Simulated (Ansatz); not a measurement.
## LiF (Fm-3m): birefringence under uniaxial strain

Cubic LiF (Fm-3m) is strained along the cube axis z = [001] with x and y held fixed, and the static electronic response is computed along x and z.

Cell: a, b, c = 2.848, 2.848, 2.848 Å (primitive vectors), 2 atoms.

Method: Ansatz 0.2.0, PBE, independent particles, k-mesh 10×10×10 with interpolation inside its cells, Gaussian parameter 0.1 eV.

Launch of the response step: `ansatz run input.yaml --threads 4 --pin off --max-ram 8192MiB --backend cpu --events-out ev --progress --plain --runs-dir out`. The series took 17 s in all, on 4 threads of Intel(R) Xeon(R) Platinum 8488C (Sapphire Rapids), with other jobs on the host.

```tsv
strain along z (%)	ε∞ along x	ε∞ along z	ε_z − ε_x
-2.0	?	?	?
-1.0	2.0914	2.0867	-0.0047
+0.0	2.0868	2.0868	+0.0000
+1.0	2.0825	2.0867	+0.0043
+2.0	2.0781	2.0869	+0.0088
+3.0	2.0736	2.0868	+0.0133
```

To first order the splitting is linear in the strain, ε_z − ε_x = −ε² (p₁₁ − p₁₂) · strain.

Working, on the rows shown:

| x = strain | y = ε_z − ε_x |
| --- | --- |
| -0.01 | -0.0047 |
| 0 | 0 |
| 0.01 | 0.0043 |
| 0.02 | 0.0088 |
| 0.03 | 0.0133 |

Means: x̄ = 0.01, ȳ = 0.00434. Σ(x − x̄)(y − ȳ) = 0.000448, Σ(x − x̄)² = 0.001. Slope = 0.000448 / 0.001 = 0.448; intercept = ȳ − slope · x̄ = -0.00014. The line misses the rows shown by at most 0.00014.

Task: Fill in the last column of the withheld row.

Result: At x = -0.02 the line gives y = -0.0091. The run gave -0.0100, so the extrapolation is off by 0.0009, 4 % of the range in the table.

Between the rows on either side of x = 0 the slope is (0.0043 − -0.0047) / (0.01 − (-0.01)) = 0.45. So p₁₁ − p₁₂ = −0.45 / 2.09² = -0.103, and 1 % of strain gives n_z − n_x = +0.0016. These are long-wavelength values at fixed fractional positions; over small gaps they hang strongly on the gap. Excitons are left out and so are local fields; PBE gaps are as a rule too small.

[Logs are printed without paths, hosts, clocks, repeated set-up lines and the standing remarks that a program may print on its own settings, such as how far it seeks lower states.]
